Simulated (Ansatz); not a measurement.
An Ansatz (a program for electronic structure) input (Kohn–Sham DFT with the PBE functional, run in Ansatz with PAW and 420 eV plane waves, no SOC):

Ansatz 0.2 input:
```yaml
crystal:
  lattice:
    - [0, 3.017989761, 3.017989761]
    - [3.017989761, 0, 3.017989761]
    - [3.017989761, 3.017989761, 0]
  atoms:
    - { symbol: Br, position: [0, 0, 0] }
    - { symbol: Na, position: [0.5, 0.5, 0.5] }
basis: { ecutwfc: 420, ecutrho_ratio: 4, xc_grid: 2, fft_grid_basis: typed }
kpoints: { mp_grid: { grid: [10, 10, 10] } }
hamiltonian:
  xc: pbe
  dispersion: none
  pseudopotentials: { kind: paw }
scf: { occupations: { method: fermi_dirac, width: 0.05 }, convergence: { dr2_threshold: 0.0000000002 } }
output: { forces: true, stress: true }
```

**Question.** Which symmetry and how many k-points will the program report, and about how many plane waves at Γ?

**Answer.** Space group Fm-3m (ITA 225) with 48 operations, k-points 47 of 1000, and 1067 plane waves at Γ.

Whether these cells are dynamically stable was not tested. The cell is NaBr in the rock salt structure (space group Fm-3m, No. 225).
